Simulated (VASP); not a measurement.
A run of VASP 6.6.1 is set up as follows.

File POSCAR:

```
CaB2
1.0
    3.2264302843      0.0000000000      0.0000000000
   -1.6132151421      2.7941705897      0.0000000000
    0.0000000000      0.0000000000      4.0673920000
Ca B
1 2
Direct
    0.0000000000      0.0000000000      0.0000000000
    0.3333333333      0.6666666667      0.5000000000
    0.6666666667      0.3333333333      0.5000000000
```

Contents of INCAR.step1:

```
PREC = Accurate
ENCUT = 520
ISMEAR = 0
SIGMA = 0.1
LREAL = F
LASPH = T
NELM = 150
ISPIN = 2
MAGMOM = 0.03 0.07 0.07
NBANDS = 19
GGA = PE
ALGO = Normal
EDIFF = 1E-4
LWAVE = T
LCHARG = F
ISYM = 0
```

INCAR.step2

```
PREC = Accurate
ENCUT = 520
EDIFF = 1E-6
ISMEAR = 0
SIGMA = 0.1
LREAL = F
LASPH = T
NELM = 150
ALGO = Normal
ISIF = 2
LWAVE = F
LCHARG = F
ISPIN = 2
MAGMOM = 0.03 0.07 0.07
LORBIT = 11
METAGGA = R2SCAN
LMIXTAU = T
NBANDS = 19
ISTART = 1
ISYM = 0
```

KPOINTS

```
Automatic mesh
0
Gamma
  3 3 2
  0.5 0.5 0
```

Potentials or basis: VASP PAW PBE potentials, release 64 (Ca_sv, B).

Command:

```console
$ cat potpaw_PBE.64/Ca_sv/POTCAR potpaw_PBE.64/B/POTCAR > POTCAR
$ cp INCAR.step1 INCAR
$ mpirun -np 1 vasp_std > vasp.out
$ cp INCAR.step2 INCAR
$ mpirun -np 1 vasp_std > vasp.out
```

**Question.** Predict the site moments.

**Answer.** Ca -0.00; B -0.05 μB.

**Question.** Predict the pressure.

**Answer.** -0.6 GPa.

**Question.** Estimate the band gap on the k mesh.

**Answer.** None (metal or under the smearing width).

Stress tensor (GPa, compression positive):
```
-1.19  0.00  0.00
 0.00 -1.19  0.00
 0.00  0.00  0.65
```

Caveat: the k mesh is coarse (spacing up to 0.77 Å⁻¹), so the values aren't converged; the PAW data sets were made with another functional, which shifts forces and pressure a little.
